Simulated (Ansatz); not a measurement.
**GaN (P6_3mc): G0W0 under other settings**

Aim: change settings of a G0W0 run on GaN (P6_3mc) and see what moves.

Calculated with Ansatz 0.2.0; G0W0 on PBE, plane waves, PAW.

Report form: the programs' logs are mostly left out.

The database entry behind the starting cell has ideal inner coordinates that were not refined, so it need not match the best structure at ambient conditions.

### Step 1. Set-up

The structure is hexagonal, space group P6_3mc (No. 186). Conventional cell: a = 3.190 Å, b = 3.190 Å, c = 5.189 Å, α = 90.00°, β = 90.00°, γ = 120.00°. Ga has 4 N at 1.95 Å nearest. Nearest to N lie 4 Ga at 1.95 Å. Farther neighbours and most contacts between anions are not listed.

The cell and positions come from the Crystallography Open Database and are kept as given unless a step says otherwise. The default PAW set here is soft_1. Its files were made with PBE.

### Step 2. The base run: 6×6×2 mesh, 136 empty bands, screening to 120 eV

Now the one-shot GW correction: screening in the RPA, then the self-energy of the levels asked for.

File input.yaml:

```yaml
crystal:
  lattice:
    - [3.19, 0.0, 0.0]
    - [-1.595, 2.7626210381, 0.0]
    - [0.0, 0.0, 5.189]
  atoms:
    - { symbol: Ga, position: [0.6666666667, 0.3333333333, 0.0] }
    - { symbol: Ga, position: [0.3333333333, 0.6666666667, 0.5] }
    - { symbol: "N", position: [0.6666666667, 0.3333333333, 0.375] }
    - { symbol: "N", position: [0.3333333333, 0.6666666667, 0.875] }
kpoints:
  mp_grid: { grid: [6, 6, 2] }
hamiltonian:
  xc: pbe
  pseudopotentials: { kind: paw, azcp: { folder: "./paw" } }
scf:
  occupations: { method: fixed }
gw:
  n_empty_bands: 136
  ecut_chi: 120
  qp_bands: [v2, c2]
  qp_kpoints: band_edges
  screening: { model: contour_deformation }
```

On the command line:

```console
$ ansatz run input.yaml --threads 3 --pin off --max-ram 92160MiB --backend cuda --events-out ev --progress --plain --runs-dir out --devices 1 --max-vram 13GiB
```

Wall time 17 s (1 × NVIDIA H100 80GB HBM3 (shared by 6 runs) with 3 threads of AMD EPYC 7R13 (Zen 3), shared host); peak memory 1.1 GiB; 8.4 s of CPU time.

This step gave:

* bands summed: 154
* RPA ε∞ on this mesh (eigenvalues): 6.463, 6.463, 6.567
* plane waves in the screening matrix: 135
* q-points in the mesh: 72
* G0W0 gap on the mesh: 2.976 eV
* k of the valence top: 0, 0, 0
* k of the conduction bottom: 0, 0, 0
* starting gap on the mesh: 1.891 eV
* Z at the valence top: 0.7659
* Z at the conduction bottom: 0.7986
* least direct G0W0 gap on the computed points: 2.976 eV

The gap on the mesh goes from 1.89 eV to 2.98 eV, a correction of +1.08 eV. Between the two edge states, bare exchange in place of the xc potential would open the gap by 7.88 eV, and correlation takes back 6.80 eV.

### Step 3. Variant: accuracy level

input.yaml, as its differences from that of step 2:

```diff
@@ -18,4 +18,4 @@
 gw:
-  n_empty_bands: 136
-  ecut_chi: 120
+  n_empty_bands: 103
+  ecut_chi: 100
   qp_bands: [v2, c2]
@@ -23 +23,2 @@
   screening: { model: contour_deformation }
+accuracy: low
```

Run time: 18 s. Hardware: 1 × NVIDIA H100 80GB HBM3 (shared by 6 runs) with 3 threads; peak memory 1 GiB; 8.2 s of CPU time.

The G0W0 gap on the mesh is 2.959 eV.

Against the base:

| setting | base | variant |
| --- | --- | --- |
| empty bands | 136 | 103 |
| screening cutoff (eV) | 120 | 100 |
| accuracy | - | low |

| quantity | variant | base |
| --- | --- | --- |
| starting gap on the mesh | 1.891 | 1.891 |
| G0W0 gap on the mesh | 2.959 | 2.976 |
| least direct G0W0 gap on the computed points | 2.959 | 2.976 |
| Z at the valence top | 0.767 | 0.766 |
| Z at the conduction bottom | 0.800 | 0.799 |

### Step 4. Variant: guard bands

input.yaml, as its differences from that of step 3:

```diff
@@ -18,4 +18,4 @@
 gw:
-  n_empty_bands: 103
-  ecut_chi: 100
+  n_empty_bands: 74
+  ecut_chi: 80
   qp_bands: [v2, c2]
@@ -23,2 +23,2 @@
   screening: { model: contour_deformation }
-accuracy: low
+  n_guard_bands: 12
```

The job ended after 13 s (1 × NVIDIA H100 80GB HBM3 (shared by 6 runs) with 3 threads; peak memory 1 GiB; 6.5 s of CPU time).

The G0W0 gap on the mesh is 2.924 eV.

Against the base:

| setting | base | variant |
| --- | --- | --- |
| empty bands | 136 | 74 |
| screening cutoff (eV) | 120 | 80 |
| n guard bands | - | 12 |

| quantity | variant | base |
| --- | --- | --- |
| starting gap on the mesh | 1.891 | 1.891 |
| G0W0 gap on the mesh | 2.924 | 2.976 |
| least direct G0W0 gap on the computed points | 2.924 | 2.976 |
| Z at the valence top | 0.769 | 0.766 |
| Z at the conduction bottom | 0.801 | 0.799 |

### Step 5. Results

| Quantity | Value |
| --- | --- |
| base | 2.98 eV, 17 s |
| accuracy level | 2.96 eV, 18 s |
| guard bands | 2.92 eV, 13 s |

Accuracy level: the gap moves by −0.02 eV. The variant differs from the base in empty bands, screening cutoff and accuracy together, so the change can't be laid to one of them. Guard bands: the gap moves by −0.05 eV. The variant differs from the base in empty bands, screening cutoff and n guard bands together, so the change can't be laid to one of them. All runs here use a coarse mesh and modest cutoffs; they test settings and are not final values. The 6×6×2 mesh is coarse for this cell (its supercell is 10 Å along the shortest edge). The RPA ε∞ on it, from the PBE start, is 6.46 and 6.57; such meshes misread the long-range screening, most where the gap is narrow. The many-body steps are scalar-relativistic: spin-orbit coupling is not in them.

[Paths, hosts, dates, memory and timing lines, banners, echoed tables and standing remarks are left out of the program output.]

[Logs are printed without paths, hosts, clocks, repeated set-up lines and the standing remarks that a program may print on its own settings, such as how far it seeks lower states.]

[Runs of the session that timed out or met a known fault of the program may be left out.]

[Cells called generated may have been cut or substituted from an entry of the Crystallography Open Database or the Materials Project.]

[Hosts, paths, dates, database ids (printed as entryN), source tags and the programs' standing remarks are cut or masked in the printed files.]
